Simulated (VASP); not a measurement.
BAs, 2 atoms in the cell. Symmetry: F-43m, No. 216, cubic system. Conventional cell: a = 4.816 Å, b = 4.816 Å, c = 4.816 Å, α = 90.00°, β = 90.00°, γ = 90.00°. Around B (site symmetry -43m) lie 4 As at 2.09 Å. Around As (site symmetry -43m) lie 4 B at 2.09 Å. 

* Program: VASP 6.6.1
* Task: relaxation of cell and atoms
* Functional: PBE
* Potentials or basis: VASP PAW PBE potentials, release 64 (B, As)
* Cutoff: 520 eV
* k mesh: 12 × 12 × 12
* Occupations: gaussian, width 0.02 eV
* Spin: no spin polarisation
* Further INCAR settings: ALGO = Fast; EDIFF = 1e-07; IBRION = 2; EDIFFG = -0.002; NSW = 80; ISIF = 3

Potentials or basis: VASP PAW PBE potentials, release 64 (B, As).

Command:

```bash
$ cat potpaw_PBE.64/B/POTCAR potpaw_PBE.64/As/POTCAR > POTCAR
$ mpirun -np 4 vasp_std > vasp.out
```

Hardware: 4 MPI ranks on Intel(R) Xeon(R) Platinum 8259CL CPU @ 2.50GHz (Skylake/Cascade Lake), on a shared host.

Task: Estimate the wall time of this run.

Result: Run time: 15 s on 4 MPI ranks on Intel(R) Xeon(R) Platinum 8259CL CPU @ 2.50GHz (Skylake/Cascade Lake) (shared host), peak memory 0.15 GiB a rank. Counts: scf iterations 15, k points 72, ion steps 1.
